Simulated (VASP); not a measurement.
# ZnAu (Pm-3m) in VASP: a series of runs

Runs on ZnAu. Level: PBE. Tasks: single point.

Program: VASP 6.6.1. These are calculated values, not measurements. Logs are shortened: lines on timing, memory, paths and dates and some standing lists are left out, and cuts for length are marked.

## Step 1: Starting point

Symmetry: Pm-3m, No. 221, cubic system. Conventional cell: a = 3.147 Å, b = 3.147 Å, c = 3.147 Å, α = 90.00°, β = 90.00°, γ = 90.00°. Around Au (site symmetry m-3m) lie 8 Zn at 2.73 Å. Zn (site symmetry m-3m) is surrounded by 8 Au at 2.73 Å.

## Step 2: Single point, PBE

Contents of INCAR:

```
SYSTEM = ZnAu
PREC     = Accurate       ! precision mode
ENCUT    = 300            ! plane-wave cutoff, eV
EDIFF    = 1E-6           ! SCF threshold, eV
ISMEAR   = 0              ! smearing method
SIGMA    = 0.2            ! smearing width, eV
LREAL    = .FALSE.        ! projectors in reciprocal space
LASPH    = .TRUE.         ! aspherical terms in the spheres
NELM     = 100            ! most SCF steps
ALGO     = Normal         ! electronic algorithm
ISIF     = 2              ! what is computed and relaxed
LWAVE    = .FALSE.        ! write WAVECAR
LCHARG   = .FALSE.        ! write CHGCAR
GGA      = PE             ! functional
NBANDS   = 18             ! bands
ADDGRID  = .FALSE.
```

Contents of KPOINTS:

```
regular mesh
0
G
  15 15 15
  0 0 0
```

Contents of POSCAR:

```
ZnAu
1.0
    3.1470000000      0.0000000000      0.0000000000
    0.0000000000      3.1470000000      0.0000000000
    0.0000000000      0.0000000000      3.1470000000
Au Zn
1 1
Direct
    0.0000000000      0.0000000000      0.0000000000
    0.5000000000      0.5000000000      0.5000000000
```

Potentials or basis: VASP PAW PBE potentials, release 64 (Au, Zn).

The run is started by

```sh
$ cat potpaw_PBE.64/Au/POTCAR potpaw_PBE.64/Zn/POTCAR > POTCAR
$ mpirun -np 1 vasp_std > vasp.out
```

OUTCAR:

```text
SYSTEM = ZnAu
   PREC = Accurate
   ENCUT = 300
   EDIFF = 1E-6
   ISMEAR = 0
   LREAL = .FALSE.
   LASPH = .TRUE.
   NELM = 100
   ISIF = 2
   GGA = PE

 Found    120 irreducible k-points:

 Following reciprocal coordinates:
            Coordinates               Weight
  0.000000  0.000000  0.000000      1.000000
  0.066667  0.000000  0.000000      6.000000
  0.133333  0.000000  0.000000      6.000000
  0.200000  0.000000  0.000000      6.000000
  0.266667  0.000000  0.000000      6.000000
  0.333333  0.000000  0.000000      6.000000
   k-points           NKPTS =    120   k-points in BZ     NKDIM =    120   number of bands    NBANDS=     18
   number of dos      NEDOS =    301   number of ions     NIONS =      2
   total plane-waves  NPLWV =   5832
   dimension x,y,z NGX =    18 NGY =   18 NGZ =   18
   dimension x,y,z NGXF=    36 NGYF=   36 NGZF=   36
   ions per type =               1   1
   NGX,Y,Z   is equivalent  to a cutoff of   9.51,  9.51,  9.51 a.u.
   NGXF,Y,Z  is equivalent  to a cutoff of  19.02, 19.02, 19.02 a.u.
 SYSTEM =  ZnAu
   PREC   = accura    normal or accurate (medium, high low for compatibility)
   ISTART =      0    job   : 0-new  1-cont  2-samecut
   ICHARG =      2    charge: 1-file 2-atom 10-const
   ISPIN  =      1    spin polarized calculation?
   LNONCOLLINEAR =      F non collinear calculations
   LSORBIT =      F    spin-orbit coupling
   LASPH  =      T    aspherical Exc in radial PAW
   ENCUT  =  300.0 eV  22.05 Ry    4.70 a.u.   4.44  4.44  4.44*2*pi/ulx,y,z
   NELM   =    100;   NELMIN=  2; NELMDL= -5     # of ELM steps
   EDIFF  = 0.1E-05   stopping-criterion for ELM
[... 8 lines left out ...]
   TEBEG  =    0.0;   TEEND  =   0.0 temperature during run
   PSTRESS=    0.0 pullay stress
   NELECT =      23.0000    total number of electrons
   NUPDOWN=      -1.0000    fix difference up-down
   EMIN   =  10.00;   EMAX   =-10.00  energy-range for DOS
   EFERMI =   0.00;   METHOD = LEGACY
   ISMEAR =     0;   SIGMA  =   0.20  broadening in eV -4-tet -1-fermi 0-gaus
   EFERMI_NEDOS =   21; number of points for ismear=-14 and -15
   IALGO  =     38    algorithm
   IMIX   =      4    mixing-type and parameters
     AMIX     =   0.40;   BMIX     =  1.00
     AMIX_MAG =   1.60;   BMIX_MAG =  1.00
  volume/ion in A,a.u.               =      15.58       105.16
  Fermi-wavevector in a.u.,A,eV,Ry     =   1.479406  2.795672 29.778283  2.188642
  Thomas-Fermi vector in A             =   2.593568
   LORBIT       =      0    0 simple, 1 ext, 2 COOP (PROOUT), +10 PAW based schemes
   GGA     = PE    functional components
   LHFCALC =     F    Hartree Fock is set to
   AEXX    =    0.0000 exact exchange contribution
   IVDW    =     0    specifies the selected vdW correction
   LEPSILON=     F    determine dielectric tensor
   LRPA    =     F    only Hartree local field effects (RPA)
 non-spin polarized calculation
 Gauss-broadening in eV      SIGMA  =   0.20
  energy-cutoff  :      300.00
  volume of cell :       31.17
 maximum number of plane-waves:       383
 NGX is ok and might be reduce to    18
   NGX =  9   NGY =  9   NGZ =  9

 number of electron      22.9999910 magnetization

 Free energy of the ion-electron system (eV)
  ---------------------------------------------------
  ext. energy  EPLUGINS =         0.00000000
  ---------------------------------------------------
  free energy    TOTEN  =        -4.74361434 eV

  energy without entropy =       -4.73509107  energy(sigma->0) =       -4.73935270

 E-fermi :   7.1026     XC(G=0): -12.3797

 val. band max:        7.0267570264   @ k =   0.4667   0.4667   0.2000
 cond. band min:       7.1666725079   @ k =   0.4667   0.4667   0.2667
 fundamental gap:      0.1399154815
 Fermi energy:         7.1026076399

 k-point     1 :       0.0000    0.0000    0.0000
  band No.  band energies     occupation
      1      -3.5252      2.00000
      2      -1.0113      2.00000
      3      -1.0113      2.00000
      4      -0.3150      2.00000
      5      -0.3150      2.00000
      6      -0.3150      2.00000
[... 10 lines left out ...]
     17      19.2482      0.00000
     18      25.4041      0.00000

 k-point     2 :       0.0667    0.0000    0.0000
  band No.  band energies     occupation
      1      -3.4461      2.00000
      2      -0.9939      2.00000
      3      -0.9876      2.00000
      4      -0.3159      2.00000
      5      -0.3159      2.00000
      6      -0.3083      2.00000
[... 10 lines left out ...]
     17      19.6079      0.00000
     18      25.3332      0.00000

 k-point     3 :       0.1333    0.0000    0.0000
  band No.  band energies     occupation
      1      -3.2116      2.00000
      2      -0.9432      2.00000
      3      -0.9208      2.00000
      4      -0.3182      2.00000
      5      -0.3182      2.00000
      6      -0.2894      2.00000
[... 10 lines left out ...]
     17      20.7549      0.00000
     18      25.1494      0.00000

 k-point     4 :       0.2000    0.0000    0.0000
  band No.  band energies     occupation
      1      -2.8313      2.00000
      2      -0.8652      2.00000
      3      -0.8235      2.00000
      4      -0.3209      2.00000
      5      -0.3209      2.00000
      6      -0.2611      2.00000
[... 10 lines left out ...]
     17      22.4728      0.00000
     18      24.4715      0.00000

 k-point     5 :       0.2667    0.0000    0.0000
  band No.  band energies     occupation
      1      -2.3238      2.00000
      2      -0.7696      2.00000
      3      -0.7135      2.00000
      4      -0.3224      2.00000
      5      -0.3224      2.00000
      6      -0.2280      2.00000
[... 10 lines left out ...]
     17      23.0295      0.00000
     18      23.1978      0.00000

 k-point     6 :       0.3333    0.0000    0.0000
  band No.  band energies     occupation
      1      -1.7245      2.00000
      2      -0.6709      2.00000
      3      -0.6096      2.00000
      4      -0.3222      2.00000
      5      -0.3222      2.00000
      6      -0.1957      2.00000
[... 10 lines left out ...]
     17      21.6667      0.00000
     18      21.7759      0.00000

 [... further k-points ...]
[... 5 lines left out ...]
  --------------------------------------------------------------------------------------
  -------------------------------------------------------------------------------------
  Total        0.8796394      0.8796394      0.8796394      0.0000000      0.0000000     -0.0000000
  in kB       45.2194245     45.2194245     45.2194245      0.0000000      0.0000000     -0.0000000
  external PRESSURE =      45.2194245 kB  Pullay stress =       0.0000000 kB

 VOLUME and BASIS-vectors are now :
 -----------------------------------------------------------------------------
  energy-cutoff  :      300.00
  volume of cell :       31.17
      direct lattice vectors                 reciprocal lattice vectors
     3.147000000  0.000000000  0.000000000     0.317762949  0.000000000  0.000000000
     0.000000000  3.147000000  0.000000000     0.000000000  0.317762949  0.000000000
     0.000000000  0.000000000  3.147000000     0.000000000  0.000000000  0.317762949

 POSITION                                       TOTAL-FORCE (eV/Angst)
 -----------------------------------------------------------------------------------
      0.00000      0.00000      0.00000         0.000000      0.000000      0.000000
      1.57350      1.57350      1.57350         0.000000      0.000000      0.000000
 -----------------------------------------------------------------------------------
    total drift:                                0.000000     -0.000000      0.000000

  FREE ENERGIE OF THE ION-ELECTRON SYSTEM (eV)
  ---------------------------------------------------
  free  energy   TOTEN  =        -4.7436143361 eV

  energy  without entropy=       -4.7350910723  energy(sigma->0) =       -4.73935270
```

OSZICAR:

```text
N       E                     dE             d eps       ncg     rms          rms(c)
DAV:   1     0.912832043885E+02    0.91283E+02   -0.82165E+03  4672   0.111E+03
DAV:   2    -0.212495184681E+01   -0.93408E+02   -0.89243E+02  4488   0.231E+02
DAV:   3    -0.517131103140E+01   -0.30464E+01   -0.30317E+01  4808   0.483E+01
DAV:   4    -0.519226620179E+01   -0.20955E-01   -0.20952E-01  4724   0.363E+00
DAV:   5    -0.519250577355E+01   -0.23957E-03   -0.23957E-03  4642   0.410E-01    0.855E+00
DAV:   6    -0.477870028692E+01    0.41381E+00   -0.11687E+00  4630   0.114E+01    0.543E+00
DAV:   7    -0.475191568279E+01    0.26785E-01   -0.29153E-02  5450   0.385E+00    0.287E+00
DAV:   8    -0.474362709930E+01    0.82886E-02   -0.98665E-03  4492   0.976E-01    0.169E-01
DAV:   9    -0.474360302982E+01    0.24069E-04   -0.26437E-04  4856   0.353E-01    0.735E-02
DAV:  10    -0.474361337150E+01   -0.10342E-04   -0.44431E-05  4538   0.563E-02    0.183E-02
DAV:  11    -0.474361433607E+01   -0.96456E-06   -0.76666E-07  3378   0.833E-03
   1 F= -.47436143E+01 E0= -.47393527E+01  d E =-.852326E-02
```

It took 36 s on 1 thread of AMD EPYC, shared host; peak memory 0.11 GiB.

The run converged, but some of its settings lie outside the range that counts as converged, so its numbers aren't taken as properties of the crystal.

What came out:

```yaml
Free_energy: -4.7436 eV
Band_gap_on_the_k_mesh: none (metal or under the smearing width)
```

Caveat: the cutoff is under 1.25 times the usual one of these potentials, so pressure, stress and relaxed cells hold a basis-set (Pulay) error.

## Step 3: Single point, PBE

Changes to INCAR since step 2:

```diff
@@ -2,3 +2,3 @@
 PREC     = Accurate       ! precision mode
-ENCUT    = 300            ! plane-wave cutoff, eV
+ENCUT    = 350            ! plane-wave cutoff, eV
 EDIFF    = 1E-6           ! SCF threshold, eV
```

KPOINTS is that of step 2.

POSCAR is that of step 2.

Potentials or basis: VASP PAW PBE potentials, release 64 (Au, Zn).

The run is started by

```sh
$ cat potpaw_PBE.64/Au/POTCAR potpaw_PBE.64/Zn/POTCAR > POTCAR
$ mpirun -np 1 vasp_std > vasp.out
```

It took 43 s on 1 thread of AMD EPYC, shared host; peak memory 0.12 GiB.

These settings aren't checked as converged: the numbers below hold their error.

What came out:

- Free energy: -4.7361 eV
- Pressure: 4.4 GPa
- Band gap on the k mesh: none (metal or under the smearing width)

## Step 4: Single point, PBE

Changes to INCAR since step 3:

```diff
@@ -2,3 +2,3 @@
 PREC     = Accurate       ! precision mode
-ENCUT    = 350            ! plane-wave cutoff, eV
+ENCUT    = 400            ! plane-wave cutoff, eV
 EDIFF    = 1E-6           ! SCF threshold, eV
```

KPOINTS is that of step 3.

POSCAR is that of step 3.

The run is started by

```sh
$ cat potpaw_PBE.64/Au/POTCAR potpaw_PBE.64/Zn/POTCAR > POTCAR
$ mpirun -np 1 vasp_std > vasp.out
```

It took 71 s on 1 thread of AMD EPYC, shared host; peak memory 0.14 GiB.

The run converged, but some of its settings lie outside the range that counts as converged, so its numbers aren't taken as properties of the crystal.

What came out:

| Property | Result |
| --- | --- |
| Free energy | -4.7358 eV |
| Pressure | 4.8 GPa |
| Band gap on the k mesh | none (metal or under the smearing width) |

## Step 5: Single point, PBE

Changes to INCAR since step 4:

```diff
@@ -5,3 +5,3 @@
 ISMEAR   = 0              ! smearing method
-SIGMA    = 0.2            ! smearing width, eV
+SIGMA    = 0.4            ! smearing width, eV
 LREAL    = .FALSE.        ! projectors in reciprocal space
```

KPOINTS is that of step 4.

POSCAR is that of step 4.

The run is started by

```sh
$ cat potpaw_PBE.64/Au/POTCAR potpaw_PBE.64/Zn/POTCAR > POTCAR
$ mpirun -np 1 vasp_std > vasp.out
```

Run time: 78 s. Hardware: 1 thread of AMD EPYC, shared host; peak memory 0.14 GiB.

These settings aren't checked as converged: the numbers below hold their error.

Results:

```
Free energy            : -4.7495 eV
Pressure               : 4.8 GPa
Band gap on the k mesh : none (metal or under the smearing width)
```

## Step 6: Single point, PBE

Changes to INCAR since step 5:

```diff
@@ -5,3 +5,3 @@
 ISMEAR   = 0              ! smearing method
-SIGMA    = 0.4            ! smearing width, eV
+SIGMA    = 0.1            ! smearing width, eV
 LREAL    = .FALSE.        ! projectors in reciprocal space
```

KPOINTS is that of step 5.

POSCAR is that of step 5.

Potentials or basis: VASP PAW PBE potentials, release 64 (Au, Zn).

The run is started by

```sh
$ cat potpaw_PBE.64/Au/POTCAR potpaw_PBE.64/Zn/POTCAR > POTCAR
$ mpirun -np 1 vasp_std > vasp.out
```

It took 74 s on 1 thread of AMD EPYC, shared host; peak memory 0.14 GiB.

These settings aren't checked as converged: the numbers below hold their error.

Results:

```
Free energy            : -4.7328 eV
Pressure               : 4.8 GPa
Band gap on the k mesh : none (metal or under the smearing width)
```

## Step 7: For comparison

An earlier run on the cell as given: functional PBE; potentials or basis VASP PAW PBE potentials, release 64 (Au, Zn); cutoff 520 eV; k mesh 8 × 8 × 8; occupations fermi-dirac, width 0.05 eV; no spin polarisation.

* Pressure: 5.2 GPa
* Band gap on the k mesh: none (metal or under the smearing width)
